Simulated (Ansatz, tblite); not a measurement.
## A script for Te2Mo (GFN1-xTB)

These are simulated results from tblite 0.8.0, not measurements. The cell began as a database structure and was relaxed with r2SCAN+rVV10 in plane waves (Ansatz 0.2.0). All runs are without spin polarisation.

Space group P-6m2 (No. 187), hexagonal; conventional cell a = 3.537 Å, c = 7.827 Å, 28.27 Å³ an atom. Te has 3 Mo at 2.72 Å; Mo has 6 Te at 2.72 Å.

tblite solves periodic systems at the zone centre alone, so the script builds a cluster of 3×3×1 conventional cells (27 atoms), which folds in a coarse mesh of k points.

The script, run.py:

```python
import json
from ase import Atoms
from ase.build import make_supercell
from ase.units import Bohr, GPa, Hartree
from tblite.interface import Calculator

atoms = Atoms(['Te', 'Te', 'Mo'],
              cell=[[3.53708527, 0.0, 0.0], [-1.76854263, 3.0632057, 0.0], [0.0, 0.0, 7.8268952]],
              scaled_positions=[[0.333333333, 0.666666667, 0.770521586], [0.333333333, 0.666666667, 0.229478414], [0.0, 0.0, 0.0]],
              pbc=True)
cluster = make_supercell(atoms, [[3, 0, 0], [0, 3, 0], [0, 0, 1]])
calc = Calculator('GFN1-xTB', cluster.numbers, cluster.positions / Bohr, lattice=cluster.cell[:] / Bohr, periodic=cluster.pbc)
calc.set('temperature', 0.02 / Hartree)
calc.set('max-iter', 150)
res = calc.singlepoint()
levels = res.get('orbital-energies') * Hartree
nv = round(res.get('orbital-occupations').sum() / 2)
cells = len(cluster) // len(atoms)
out = {'energy_per_cell': res.get('energy') * Hartree / cells, 'homo': levels[nv - 1], 'lumo': levels[nv],
       'stress': (-res.get('virial') * Hartree / cluster.get_volume() / GPa).tolist(), 'charges': res.get('charges')[:len(atoms)].tolist(), 'electrons': 2 * nv / cells}
json.dump(out, open('results.json', 'w'))
for key, value in out.items():
    print(key, value)
```

Command: `python run.py`. It took 1.8 s on 1 thread of Arm Neoverse V1, with other jobs on the host, peak memory 0.099 GiB.

What it printed:

```
------------------------------------------------------------
  cycle        total energy    energy error   density error
------------------------------------------------------------
      1     -88.17460180871  -8.8183958E+01   6.2944398E-01
      2     -87.76721051823   4.0739129E-01   5.7992080E-01
      3     -88.22756701616  -4.6035650E-01   3.0114732E-01
      4     -88.42890068514  -2.0133367E-01   7.0772496E-02
      5     -88.44329607104  -1.4395386E-02   2.1106100E-03
      6     -88.44329520433   8.6670624E-07   4.1081087E-04
      7     -88.44329646446  -1.2601294E-06   1.0505228E-04
      8     -88.44329646651  -2.0509390E-09   6.4427984E-05
      9     -88.44329650430  -3.7792475E-08   3.4197498E-05
     10     -88.44329650765  -3.3494274E-09   3.9269146E-06
------------------------------------------------------------

 total:                                   1.112 sec
energy_per_cell -267.407186948591
homo -6.5632818483190585
lumo -5.666261853526398
stress [[-3.201808852668283, -0.0002620680432796552, -1.0653906094328657e-06], [-0.0002620680432797699, -3.202104253111995, -4.066354268879558e-06], [-1.0653906095324806e-06, -4.0663542695532605e-06, 1.8951052869618539]]
charges [0.04783220161176771, 0.047845224413272214, -0.09566158637519462]
electrons 18.0
```

The cycle table is in hartree for the whole cluster, and the lines after it are in eV (the energy for one cell). The printed stress is in GPa and positive in compression, and the pressure is its mean diagonal.

GFN1-xTB gives a gap of 0.90 eV. On the same cell, plane-wave PBE (Ansatz, 12×12×4 k points and the special points) gives a gap of 1.02 eV and r2SCAN a gap of 1.11 eV; on shared hosts these took about 15 and 32 core-seconds on the 3-atom cell, against 1.8 for the script. Spin-orbit coupling, left out in all these runs, can cut or reorder the gap by tenths of an eV, up to about 1 eV with Pb or Bi. xTB was fitted to molecules, so gaps, charges and pressures of solids can be far off, and the gap also depends on the size of the cluster.

The same script was run on cells scaled at fixed shape and fractional coordinates:

| volume (Å³/atom) | energy (meV/atom) | pressure (GPa, positive in compression) | gap (eV) |
| --- | --- | --- | --- |
| 24.88 | 92.6 | 12.43 | 1.20 |
| 26.57 | 10.2 | 3.85 | 1.03 |
| 28.27 | 0.0 | -1.50 | 0.90 |
| 29.96 | 35.4 | -4.94 | 0.79 |
| 31.66 | 100.5 | -7.20 | 0.70 |

A Birch-Murnaghan fit puts the minimum at 27.71 Å³/atom, 2.0 % below the given cell, with a bulk modulus of 81.3 GPa at fixed shape.

xTB was fitted mostly to molecules, and a small cluster samples few k points, so gaps, pressures and kinks along a curve can be far from a solid's.

No spin-orbit coupling is included; it can move band edges with weight on the heavy atoms by tenths of an eV.
